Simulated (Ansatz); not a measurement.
**CoSn: further runs on the relaxed cell**

One table from this session's results is given with a row withheld; the runs are named, their logs left out.

Method: DFT PBE, scalar-relativistic, plane waves, PAW, in Ansatz 0.2.0.

1 further run of the same task is left out (set aside as unsound or not needed).

## The starting structure

Symmetry: P6/mmm, No. 191, hexagonal system. Conventional cell: a = 5.297 Å, b = 5.297 Å, c = 4.230 Å, α = 90.00°, β = 90.00°, γ = 120.00°. Co (site symmetry mmm) has 6 Sn at 2.61 to 2.65 Å and 4 Co at 2.65 Å as nearest neighbours. Around Sn (site symmetry -6m2) lie 6 Co at 2.61 Å. Around Sn (site symmetry 6/mmm) lie 6 Co at 2.65 Å.

Coordinates:

```
Co Sn
1.0
     5.29659    0.00000    0.00000
    -2.64829    4.58698    0.00000
     0.00000    0.00000    4.23029
Co Sn
3 3
Direct
  0.00000 0.50000 0.00000
  0.50000 0.50000 0.00000
  0.50000 0.00000 0.00000
  0.66667 0.33333 0.50000
  0.33333 0.66667 0.50000
  0.00000 0.00000 0.00000
```

It goes back to an entry of the Materials Project.

It is the result of an earlier relaxation at this level (volume 17.13 Å³/atom; gap on the mesh: none (metal)).

Set-up of the first run:

The input, input.yaml:

```yaml
crystal:
  lattice:
    - [5.2965850043, 0.0, 0.0]
    - [-2.6482925021, 4.586977167, 0.0]
    - [0.0, 0.0, 4.2302876754]
  atoms:
    - { symbol: Co, position: [0.0, 0.5, 0.0] }
    - { symbol: Co, position: [0.5, 0.5, 0.0] }
    - { symbol: Co, position: [0.5, 0.0, 0.0] }
    - { symbol: Sn, position: [0.6666666667, 0.3333333333, 0.5] }
    - { symbol: Sn, position: [0.3333333333, 0.6666666667, 0.5] }
    - { symbol: Sn, position: [0.0, 0.0, 0.0] }
basis:
  ecutwfc: 420
kpoints:
  mp_grid: { grid: [12, 12, 8] }
  band_path:
    path:
      - [[0.0, 0.0, 0.0], [0.5, 0.0, 0.0], [0.33333333, 0.33333333, 0.0], [0.0, 0.0, 0.0], [0.0, 0.0, 0.5], [0.5, 0.0, 0.5], [0.33333333, 0.33333333, 0.5], [0.0, 0.0, 0.5]]
      - [[0.5, 0.0, 0.5], [0.5, 0.0, 0.0]]
      - [[0.33333333, 0.33333333, 0.5], [0.33333333, 0.33333333, 0.0]]
    npoints: 14
hamiltonian:
  xc: pbe
scf:
  occupations: { method: gaussian, width: 0.1 }
  n_extra_bands: 15
output:
  forces: true
  stress: true
  eigenvalues: true
  populations: true
  dos: { projected: true, de: 0.02, nscf_kmesh: { grid: [18, 18, 12] } }
  bader: true
  write_density: true
  write_potential: true
  elf: true
  volumetric_format: npy
```

Run with:

```console
> ansatz run input.yaml --threads 2 --pin off --max-ram 5120MiB --backend cpu --events-out ev --progress --plain --runs-dir out
```

Steps of the session up to this table: Static run: bands, density of states and charges; The cell scaled to 0.97 of its volume; Point at V/V0 = 1.03; Point at V/V0 = 0.94; The cell scaled to 1.06 of its volume.

One table of the session follows, with a row left open; its other results are not shown here.

It belongs to the step «Equation of state». 

```
volume (Å³/atom)  energy above the lowest point (meV/atom)  pressure (GPa)
          16.102                                      27.5            9.16
          16.615                                       6.4            4.17
          17.129                                       0.0           -0.02
          17.643                                         ?               ?
          18.157                                      22.2           -6.48
```

**Question.** Estimate the row for volume (Å³/atom) = 17.643.

Worked estimate for «energy above the lowest point (meV/atom)». A straight line through the neighbours (17.129, 0.0) and (18.157, 22.2) gives 0.0 + (22.2 − 0.0) × (17.643 − 17.129) / (18.157 − 17.129) = 11.1; a parabola fitted to 3 rows on both sides gives 5.3.

**Answer.** energy above the lowest point (meV/atom): 5.9; pressure (GPa): -3.54. In «energy above the lowest point (meV/atom)» the line misses by +5.2 and the parabola by -0.6.

Caveats from the session: Spin polarisation is off in the runs that give these values; a magnetic solution could lie lower.
